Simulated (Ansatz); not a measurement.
# CdSe: pressure up to the limit of the methods

An exercise on one series of results from a longer session: the logs are not shown, and one member is left open.

Program: Ansatz 0.2.0. Level of theory: DFT, PBE, PAW with Ansatz's default frozen-core files, scalar-relativistic. These are calculated values, not measurements.

## The structure to begin with

The structure is cubic, space group Fm-3m (No. 225). The conventional cell has a = 5.379 Å, b = 5.379 Å, c = 5.379 Å, α = 90.00°, β = 90.00°, γ = 90.00°. Cd (site symmetry m-3m) has 6 Se at 2.69 Å in its first shell of neighbours. Around Se (site symmetry m-3m) lie 6 Cd at 2.69 Å.

As a file:

```cif
data_structure
_symmetry_space_group_name_H-M 'P 1'
_symmetry_Int_Tables_number 1
_cell_length_a 3.8032
_cell_length_b 3.8032
_cell_length_c 3.8032
_cell_angle_alpha 60.000
_cell_angle_beta 60.000
_cell_angle_gamma 60.000
_cell_volume 38.90
loop_
_atom_site_label
_atom_site_type_symbol
_atom_site_fract_x
_atom_site_fract_y
_atom_site_fract_z
_atom_site_occupancy
Cd1 Cd 0.00000 0.00000 0.00000 1
Se1 Se 0.50000 0.50000 0.50000 1
```

Whether this phase is the stable one at these pressures isn't tested.

Atoms are numbered in the order of the input: Cd1, Se2.

The first run:

File input.yaml:

```yaml
crystal:
  lattice:
    - [0.0, 2.6892810254, 2.6892810254]
    - [2.6892810254, 0.0, 2.6892810254]
    - [2.6892810254, 2.6892810254, 0.0]
  atoms:
    - { symbol: Cd, position: [0.0, 0.0, 0.0] }
    - { symbol: Se, position: [0.5, 0.5, 0.5] }
kpoints:
  mp_grid: { grid: [14, 14, 14] }
scf:
  occupations: { method: fermi_dirac, width: 0.08 }
hamiltonian:
  xc: pbe
  pseudopotentials: { kind: paw }
output:
  forces: true
  stress: true
  write_density: true
  write_potential: true
  elf: true
  volumetric_format: npy
relax:
  f_tol: 0.005
  max_steps: 40
  cell: {}
```

The run is started by

```console
$ ansatz run input.yaml --threads 1 --pin off --max-ram 2048MiB --backend cpu --events-out ev --progress --plain --runs-dir out
```

Among the steps run: Cell relaxed at zero pressure, PAW; Volume scaled by 1, PAW; Volume scaled by 0.95, PAW; Volume scaled by 0.85, PAW; Volume scaled by 0.75, PAW; Volume scaled by 0.65, PAW; Volume scaled by 0.55, PAW; Volume scaled by 0.45, PAW; Volume scaled by 0.4, PAW.

One table of the session follows, with a row left open; its other results are not shown here.

| method | volume over the first | volume (Å³/atom) | pressure (GPa) |
| --- | --- | --- | --- |
| PAW | 1 | ? | ? |
| PAW | 0.95 | 22.441 | 3.44 |
| PAW | 0.85 | 20.079 | 14.36 |
| PAW | 0.75 | 17.716 | 34.31 |
| PAW | 0.65 | 15.354 | 72.25 |
| PAW | 0.55 | 12.992 | 148.96 |
| PAW | 0.45 | 10.630 | 318.95 |
| PAW | 0.4 | 9.449 | 480.75 |

Estimate the missing values for PAW, 1.

As computed: volume (Å³/atom): 23.622; pressure (GPa): -0.03. In the column «volume (Å³/atom)» it is the highest.

Caveats from the session: At pressures up to 481 GPa the PAW spheres may overlap and frozen cores may not hold, so those PAW values are rough without an all-electron check.
